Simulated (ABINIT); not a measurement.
The system is SnSe.

```
CELL_PARAMETERS angstrom
11.42000 0.00000 0.00000
0.00000 4.19000 0.00000
0.00000 0.00000 4.46000
ATOMIC_POSITIONS crystal
Sn 0.87700 0.75000 0.90900
Sn 0.62300 0.25000 0.40900
Sn 0.37700 0.75000 0.59100
Sn 0.12300 0.25000 0.09100
Se 0.64300 0.75000 0.98400
Se 0.85700 0.25000 0.48400
Se 0.14300 0.75000 0.51600
Se 0.35700 0.25000 0.01600
```

Base run:

| Quantity | Value |
| --- | --- |
| Program | ABINIT 10.8.3 (patched build) |
| Functional | PBE |
| Potentials or basis | JTH PAW PBE v2.0 |
| Cutoff | 599 eV |
| k mesh | 3 × 5 × 5 |
| Occupations | fermi-dirac, width 0.05 eV |
| Spin | no spin polarisation |

Its results: pressure 2.4 GPa; largest force 0.314 eV/Å.

Question: The run is repeated on the same cell with these changes: functional from PBE to LDA; potentials or basis from JTH PAW PBE v2.0 to JTH PAW LDA v2.0. What comes out?

Answer: Pressure -2.0 GPa; largest force 0.190 eV/Å.

Not every run made on this cell is shown here.
